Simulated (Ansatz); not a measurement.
## Sn in Ansatz: the effect of functional

Sn:

```
Sn
1.0
     0.00000    3.16734    3.16734
     3.16734    0.00000    3.16734
     3.16734    3.16734    0.00000
Sn
2
Direct
  0.75000 0.75000 0.75000
  0.50000 0.50000 0.50000
```

This isn't the form of Sn at room conditions, which is tetragonal (white tin).

The cell isn't the ideal one: volume scaled by 0.94.

Alike in all runs:

```yaml
Program: Ansatz 0.2.0
Task: single point
Potentials_or_basis: Ansatz PAW
k_mesh: 7 × 7 × 7
Occupations: fermi-dirac, width 0.05 eV
Spin: no spin polarisation
```

Q: One run gave: gap on the mesh none; pressure 7.6 GPa. Which functional did it use?
A. r2SCAN
B. PBE
C. LDA

A: B.

```tsv
functional	cutoff	gap on the mesh (eV)	pressure (GPa)
LDA	420 eV (not typed: the program's choice for these potentials)	none	3.5
r2SCAN	500 eV (not typed: the program's choice for these potentials)	0.18	6.0
PBE	420 eV (not typed: the program's choice for these potentials)	none	7.6
```

Caveats: the PAW data sets come from PBE, with cores solved anew for the run's functional, which leaves a small shift of forces and pressure (some runs); odd divisions of the mesh miss points on the zone boundary, where band edges often lie, so the gap on the mesh can be too wide (some runs); spin-orbit coupling is left out, which moves the levels of the heavy elements (some runs).

A k mesh can miss the band edges.

A gap of «none» marks a metal or a gap under the smearing width.
